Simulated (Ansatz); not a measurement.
**KF (Fm-3m), a vibration from a frozen displacement**

The calculation used DFT PBE, scalar-relativistic, plane waves, PAW (Ansatz). The runs took a 420 eV cutoff, a Γ-centred 8×8×8 mesh and Gaussian smearing (0.05 eV). No spin polarisation. Energies are free energies at this smearing, counted from the undisturbed cell; pressure is positive in compression.

The undisturbed cell (as given, not relaxed at this level; it stands at 1.3 GPa):

```yaml
crystal:
  lattice:
    - [0.00000, 2.67350, 2.67350]
    - [2.67350, 0.00000, 2.67350]
    - [2.67350, 2.67350, 0.00000]
  atoms:
    - { symbol: K, position: [0.00000, 0.00000, 0.00000] }
    - { symbol: F, position: [0.50000, 0.50000, 0.50000] }
```

Every K atom is moved by x along the Cartesian unit vector (1.000, 0.000, 0.000); the cell and all other atoms stay fixed. The cell's volume is 38.22 Å³; the moved atoms weigh 39.098 u together and the others 18.998 u. Some rows repeat others by symmetry and weren't run.

| x (Å) | ΔE (meV/cell) | total force on the moved atoms along the move (eV/Å) | pressure (GPa) |
| --- | --- | --- | --- |
| -0.2000 | 34.47 | 0.3750 | 1.9102 |
| -0.1750 | 25.84 | 0.3156 | 1.7659 |
| -0.1500 | 18.64 | 0.2612 | 1.6431 |
| -0.1250 | 12.75 | 0.2112 | 1.5411 |
| -0.1000 | 8.05 | 0.1648 | 1.4590 |
| -0.0750 | 4.48 | 0.1211 | 1.3958 |
| -0.0500 | 1.98 | 0.0796 | 1.3513 |
| -0.0250 | 0.49 | 0.0395 | 1.3244 |
| 0.0000 | 0.00 | 0.0000 | 1.3164 |
| 0.0250 | 0.49 | -0.0395 | 1.3244 |
| 0.0500 | 1.98 | -0.0796 | 1.3513 |
| 0.0750 | 4.48 | -0.1211 | 1.3958 |
| 0.1000 | 8.05 | -0.1648 | 1.4590 |
| 0.1250 | 12.75 | -0.2112 | 1.5411 |
| 0.1500 | 18.64 | -0.2612 | 1.6431 |
| 0.1750 | 25.84 | -0.3156 | 1.7659 |
| 0.2000 | 34.47 | -0.3750 | 1.9102 |

**Question.** What frequency belongs to this motion?

**Answer.** The force constant is k = −dF/dx = 1.580 eV/Å², from the parabola through x = -0.0250, 0 and 0.0250. In every cell the moved atoms swing against the rest, so the mass is μ = m₁m₂/(m₁ + m₂) = 12.786 u, and ν̃ = 521.5 cm⁻¹ × √(|k|/μ) = 183 cm⁻¹, at this cell's pressure of 1.3 GPa. To first order in x, and within 1 %, the force on every atom lies along the move and, within each of the two groups, in proportion to the atom's mass, so this is itself a mode at the zone centre of this cell, taken without macroscopic field (the transverse frequency in a polar insulator).

**Question.** How far does the harmonic law reach?

**Answer.** At x = -0.200 Å, kx²/2 = 31.60 meV against the computed 34.47 meV (+9.1 %): the well stiffens in this direction at large amplitude.